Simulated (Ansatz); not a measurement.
## C (Fd-3m): G0W0 and the choice of datasets

```
CELL_PARAMETERS angstrom
0.00000 1.78350 1.78350
1.78350 0.00000 1.78350
1.78350 1.78350 0.00000
ATOMIC_POSITIONS crystal
C 0.00000 0.00000 0.00000
C 0.25000 0.25000 0.25000
```

Held fixed (Ansatz):

| Item | Value |
| --- | --- |
| orbitals | r²SCAN |
| k mesh | 4×4×4 |
| empty bands | 73 |
| response cutoff | 200 eV |
| frequencies | contour deformation |
| q → 0 term | analytic weight of Carrier, Rohra and Görling |
| band sums | cut at the band count |

The gap is read from Γ to k = (0, 0.25, 0.25), linearised, between the Kohn-Sham band edges among the points solved. The direct gap is read between the top filled and lowest empty Kohn-Sham band at Γ. ε∞ is the electronic dielectric constant on this mesh.

| datasets, wave cutoff | KS gap (eV) | G0W0 gap (eV) | direct at Γ (eV) | ε∞ |
| --- | --- | --- | --- | --- |
| all-electron, 2970 eV | 4.66 | 5.99 | 7.43 | 6.8 |
| hard PAW, 700 eV | 4.66 | 5.98 | 7.43 | 6.8 |
| hand-made PAW, accurate, 800 eV | 4.66 | 5.98 | 7.43 | 6.8 |
| hand-made PAW, 820 eV | 4.65 | 5.98 | 7.43 | 6.8 |
| JTH PAW, 700 eV | 4.62 | 5.93 | 7.41 | 6.8 |
| soft PAW (1st gen.), 500 eV | 4.66 | ? | ? | ? |
| norm-conserving, 1200 eV | 4.67 | 6.04 | 7.47 | 6.7 |

Problem. Fill in the row for soft PAW (1st gen.), 500 eV.

Solution. G0W0 gap 5.97 eV, direct at Γ 7.42 eV, ε∞ 6.8.

The cell is a model at fixed atoms and needn't be the relaxed known crystal. The PAW or pseudopotential files were made with PBE. Soft PAW datasets can miss an all-electron G0W0 gap by more than 5 %. With norm-conserving pseudopotentials the core–valence exchange is only approximate, which can shift gaps by tenths of an eV and RPA lattice constants by most of a per cent. Points k are given in fractions of the reciprocal vectors. The mesh is coarse, so these are values at the stated settings, not converged ones. Band sums or response are cut, so the gap isn't at its basis limit. The gap is read on the mesh, and the crystal's band edges can lie off it. With r²SCAN or HSE06 the Kohn-Sham levels are generalised ones. Meshes this coarse can overestimate the dielectric constant by a tenth and more.
